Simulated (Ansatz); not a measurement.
# Si: pressure as volume per atom varies

All results are calculated (Ansatz 0.2.0). Density functional stress and forces at fixed atoms, pressure and stress positive in compression, spin-unpolarised plane waves.

Cell of the first row (space group P6_3/mmc, No. 194):
```
Si
1.0
      3.7505     0.0000     0.0000
     -1.8753     3.2480     0.0000
      0.0000     0.0000     6.2061
Si
4
Direct
  0.33333 0.66667 0.00073
  0.66667 0.33333 0.50073
  0.33333 0.66667 0.37427
  0.66667 0.33333 0.87427
```

Settings of every row: periodic directions 3; functional r2SCAN; spin orbit no; potentials PAW; wave cutoff 500 eV; k mesh 12x12x4; smearing width 0 eV.

Limits: the cell comes from a prototype or a list of computed structures and needn't be the stable phase.

| row | volume per atom (Å³) | pressure (GPa) |
| --- | --- | --- |
| 1 | 18.9 | 7.16 |
| 2 | 19.545 | 3.21 |
| 3 | 19.861 | ? |
| 4 | 20.162 | 0 |
| 5 | 21.082 | -3.93 |
| 6 | 22.031 | -7.1 |

Question: what pressure should row 3 give?

Worked fit of pressure. Take u = (V_r/V)^(2/3) − 1 with V_r = 20.162 Å³ an atom, which is twice the finite (Eulerian) strain; such expansions in the strain, on which the Birch-Murnaghan equation of state is built, carry the rest volume and the bulk modulus. The shown rows have u = 0.04403, 0.02094, 0, -0.02931, -0.05739. Least squares give pressure = 0.001 + 145.63 × u + 382.8 × u² GPa; a straight line predicts inner rows, each left out in turn, worse (root mean square 0.46 against 0.011 GPa). The rows lie off it by 0.00, -0.01, 0.00, 0.01, 0.00. The pressure vanishes at u = -0.0000, or V = 20.16 Å³ an atom, and there the bulk modulus with atoms relaxed is B = −V dP/dV = (2/3)(1 + u) dP/du = 97.1 GPa. The withheld row has u = 0.01008, so the fit gives 0.001 + 145.63 × (0.01008) + 382.8 × (0.01008)² = 1.51 GPa.

The calculation gave 1.51 GPa. The fit meets it to the printed digit.
